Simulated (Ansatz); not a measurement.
# HfN: one crystal by all-electron and frozen-core methods

Aim: solve HfN at one geometry with LAPW, all electrons, frozen-core PAW and all-electron PAW on datasets made for the crystal, and see where they agree.

Computed with Ansatz 0.2.0 (DFT PBEsol, scalar-relativistic, unless a step's input says otherwise).

### 1 Starting point

It takes space group Fm-3m (No. 225, cubic). The conventional cell has a = 4.518 Å, b = 4.518 Å, c = 4.518 Å, α = 90.00°, β = 90.00°, γ = 90.00°. Hf (site symmetry m-3m) has 6 N at 2.26 Å as nearest neighbours. N (site symmetry m-3m) has 6 Hf at 2.26 Å as nearest neighbours.

Structure file:

```cif
data_structure
_symmetry_space_group_name_H-M 'Fm-3m'
_symmetry_Int_Tables_number 225
_cell_length_a 4.5180
_cell_length_b 4.5180
_cell_length_c 4.5180
_cell_angle_alpha 90.000
_cell_angle_beta 90.000
_cell_angle_gamma 90.000
_cell_volume 92.22
loop_
_atom_site_label
_atom_site_type_symbol
_atom_site_symmetry_multiplicity
_atom_site_Wyckoff_symbol
_atom_site_fract_x
_atom_site_fract_y
_atom_site_fract_z
_atom_site_occupancy
Hf1 Hf 4 a 0.00000 0.00000 0.00000 1
N1 N 4 b 0.50000 0.00000 0.00000 1
```

The file gives the conventional cell by its symmetry; the runs use the cell typed in the input.

The structure is an experimental refinement, used without relaxation.

Atoms are numbered in the order of the input: Hf1, N2.

### 2 LAPW, all electrons

Input file input.yaml:

```yaml
crystal:
  lattice:
    - [0.0, 2.259, 2.259]
    - [2.259, 0.0, 2.259]
    - [2.259, 2.259, 0.0]
  atoms:
    - { symbol: Hf, position: [0.0, 0.0, 0.0] }
    - { symbol: "N", position: [0.5, 0.5, 0.5] }
kpoints:
  mp_grid: { grid: [10, 10, 10] }
  band_path:
    path:
      - [0.0, 0.0, 0.0]
      - [0.5, 0.0, 0.5]
      - [0.625, 0.25, 0.625]
      - [0.375, 0.375, 0.75]
      - [0.0, 0.0, 0.0]
      - [0.5, 0.5, 0.5]
      - [0.5, 0.25, 0.75]
      - [0.5, 0.0, 0.5]
    npoints: 14
scf:
  occupations: { method: fermi_dirac, width: 0.01 }
hamiltonian:
  xc: pbesol
  pseudopotentials: { kind: all_electron, lapw: { basis_error: 0.0005 } }
output:
  forces: true
  stress: true
  eigenvalues: true
  fatbands: true
  populations: true
  dos: { projected: true, de: 0.2, e_range: [-14, 8] }
```

Started as:

```console
$ ansatz run input.yaml --threads 1 --pin off --max-ram 3072MiB --backend cpu --events-out ev --progress --plain --runs-dir out
```

### 3 Frozen-core PAW

Edit input.yaml of step 2 so:

```diff
@@ -25,3 +25,3 @@
   xc: pbesol
-  pseudopotentials: { kind: all_electron, lapw: { basis_error: 0.0005 } }
+  pseudopotentials: { kind: paw }
 output:
@@ -30,4 +30,9 @@
   eigenvalues: true
-  fatbands: true
+  efg: { contact_densities: true }
   populations: true
+  bader: true
   dos: { projected: true, de: 0.2, e_range: [-14, 8] }
+  write_density: true
+  write_potential: true
+  elf: true
+  volumetric_format: npy
```

### 4 All-electron PAW on datasets made for the crystal

Edit input.yaml of step 3 so:

```diff
@@ -20,3 +20,3 @@
       - [0.5, 0.0, 0.5]
-    npoints: 14
+    npoints: 8
 scf:
@@ -25,3 +25,3 @@
   xc: pbesol
-  pseudopotentials: { kind: paw }
+  pseudopotentials: { kind: all_electron, datasets: crystal }
 output:
@@ -31,8 +31 @@
   efg: { contact_densities: true }
-  populations: true
-  bader: true
-  dos: { projected: true, de: 0.2, e_range: [-14, 8] }
-  write_density: true
-  write_potential: true
-  elf: true
-  volumetric_format: npy
```

(Steps that only read results are left out.)

Before running it: what results should come out? Wanted: pressure; gap; Bader charges; highest ELF.

As calculated:

```
           quantity                                              value
           pressure  LAPW -2.96, PAW -3.02, crystal datasets -2.96 GPa
         gap (LAPW)                                               none
Bader charges (PAW)                              Hf1 +1.90, N2 -1.90 e
  highest ELF (PAW)                                0.81, 0.71 Å from N
```

In words: At this geometry the cell is under tension of 3.0 GPa, so it would shrink if let go. With 49 electrons in the bands of a cell, and no spin, a band must be partly filled: it is a metal at this level. Within 0.3 eV of the Fermi level the largest projected share is Hf 5d (77 %). The projection holds only the free atom's occupied shells (Hf 6s, Hf 5d, N 2s, N 2p in this range). In pressure, PAW differs from LAPW by -0.05 GPa. The price, with the outputs that each input asks for: 32 s for LAPW against 13 s for PAW, about 2.5 to one. Spin-orbit coupling is left out, though the cell holds Hf; in elements this heavy it can shift bands and gaps by tenths of an eV. HfN has an odd count of electrons, so a run without spin can force a false metal and spoil its energy.
